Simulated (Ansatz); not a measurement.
MgI2: phonons across the zone

Method: DFT PBE, scalar-relativistic, plane waves, PAW (Ansatz). Settings: 420 eV plane-wave cutoff, Γ-centred 6×6×4 mesh, fixed occupations. No spin polarisation. Phonons by linear response, acoustic sum rule imposed.

The cell, relaxed at this level:
```yaml
crystal:
  lattice:
    - [4.39980, 0.00000, 0.00000]
    - [0.00000, 4.39980, 0.00000]
    - [0.00000, 0.00000, 7.45462]
  atoms:
    - { symbol: Mg, position: [0.00000, 0.00000, 0.00000] }
    - { symbol: I, position: [0.50000, 0.00000, 0.22580] }
    - { symbol: I, position: [0.00000, 0.50000, 0.77420] }
```

The cell was found from a structure generator's guess, not taken from experiment. Spin–orbit coupling is left out, which matters for heavy elements. The q mesh is coarse, so values between its points are rough. Modes under 40 cm⁻¹ are poorly fixed. No dispersion correction is applied, so modes and constants that involve weak contacts between layers, chains or molecules come out too soft.

Force constants from linear response on a 2×2×1 q mesh.

Task: Is the structure dynamically stable on the q mesh?

Result: Yes, on this mesh: no mode is imaginary. Between the mesh points the interpolation dips to 15i cm⁻¹.

Task: Give the frequencies (cm⁻¹) at the zone-boundary points of high symmetry (interpolated where a point lies off the q mesh).

Result:
```tsv
point	q	frequencies
X	0.000 0.500 0.000	24 25 34 40 67 106 208 257 258
M	0.500 0.500 0.000	41 50 55 58 58 111 225 250 250
Z	0.000 0.000 0.500	5i ≈0 ≈0 38 38 94 207 207 305
R	0.000 0.500 0.500	24 25 29 40 68 108 208 254 259
A	0.500 0.500 0.500	42 54 55 59 59 109 225 249 249
```
